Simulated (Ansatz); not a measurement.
A run of Ansatz 0.2.0:

Contents of input.yaml:

```yaml
crystal:
  lattice:
    - [0.0, 3.231, 3.231]
    - [3.231, 0.0, 3.231]
    - [3.231, 3.231, 0.0]
  atoms:
    - { symbol: Pb, position: [0.0, 0.0, 0.0] }
    - { symbol: Te, position: [0.5, 0.5, 0.5] }
kpoints:
  mp_grid: { grid: [7, 7, 7] }
scf:
  occupations: { method: fermi_dirac, width: 0.05 }
hamiltonian:
  xc: pbesol
  pseudopotentials: { kind: all_electron, lapw: { basis_error: 0.001 } }
output:
  forces: true
  stress: true
relax:
  f_tol: 0.02
  max_steps: 60
  cell: { p_target: 30 }
```

Potentials or basis: all-electron LAPW, scalar-relativistic.

Command:

```sh
$ ansatz run input.yaml --threads 1 --pin off --max-ram 3072MiB --backend cpu --events-out ev --progress --plain --runs-dir out
```

Hardware: 1 thread of Intel(R) Xeon(R) 6975P-C (Granite Rapids) (shared host).

Problem. Estimate the wall time of this run.

Solution. Wall time 16 s on 1 thread of Intel(R) Xeon(R) 6975P-C (Granite Rapids) (shared host), peak memory 0.34 GiB. Counts: scf iterations 30, plane waves 411, k points 20, bands 36, ion steps 6.
